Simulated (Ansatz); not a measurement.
**V2O5 — ¹⁷O NMR of the central transition**

Cell: a computed structure from the Materials Project (it need not be an observed phase), taken as it stands.

Space group Cmcm (No. 63); a = 3.5379, b = 10.0493, c = 11.4429 Å.

| site | Wyckoff | site symmetry | x | y | z |
| --- | --- | --- | --- | --- | --- |
| V | 8f | m.. | 0.5000 | 0.7960 | 0.1043 |
| O5 | 4c | m2m | 0.5000 | 0.7323 | 0.2500 |
| O6 | 8f | m.. | 0.5000 | 0.9530 | 0.1185 |
| O7 | 8f | m.. | 0.5000 | 0.2497 | 0.0682 |

One atom of each set is listed; the run and its k-mesh use a cell of 14 atoms with edges of 5.33, 5.33, 11.44 Å.

Computed with Ansatz: DFT, r2SCAN, plane waves and PAW, scalar-relativistic, 500 eV cutoff, Γ-centred 6×6×2 k-points, Fermi–Dirac smearing 0.02 eV.

¹⁷O has I = 5/2 and Q = -25.58 mb (Pyykkö 2018); at 14.1 T its Larmor frequency is ν₀ = 81.4 MHz. Only the quadrupole interaction is simulated: positions count from each site's isotropic chemical shift, and J coupling is left out, as are shift anisotropy and dipolar coupling, which fast spinning averages.

Task: Give C_Q, η, the quadrupolar product P_Q = |C_Q|(1 + η²/3)^½, the second-order isotropic shift and the breadth of the pattern (fast magic-angle spinning) for each O site.

Result: 

```tsv
site	first shell	C_Q (MHz)	η	P_Q (MHz)	δ_QIS (ppm)	breadth (kHz)
O5	2 V at 1.79 Å, angle 138°	3.07	0.10	3.08	-8.58	1.54
O6	1 V at 1.59 Å	0.606	0.91	0.685	-0.424	0.0769
O7	3 V at 1.88–2.03 Å	2.82	0.82	3.11	-8.78	1.62
```

δ_QIS = −(ν_Q²/30ν₀²)[I(I+1) − 3/4](1 + η²/3) × 10⁶ ppm with ν_Q = 3|C_Q|/[2I(2I−1)]; it falls as 1/B₀² in ppm, and the breadth as 1/B₀ in kHz.

At O5 V_zz points along the bisector of its two bonds (within 1°).

At this cell the principal stresses reach 6 GPa in size with r2SCAN, which can matter for small gradients. The largest force is 1.2 eV/Å, so the atoms aren't at the calculated equilibrium and relaxing them would move these values.
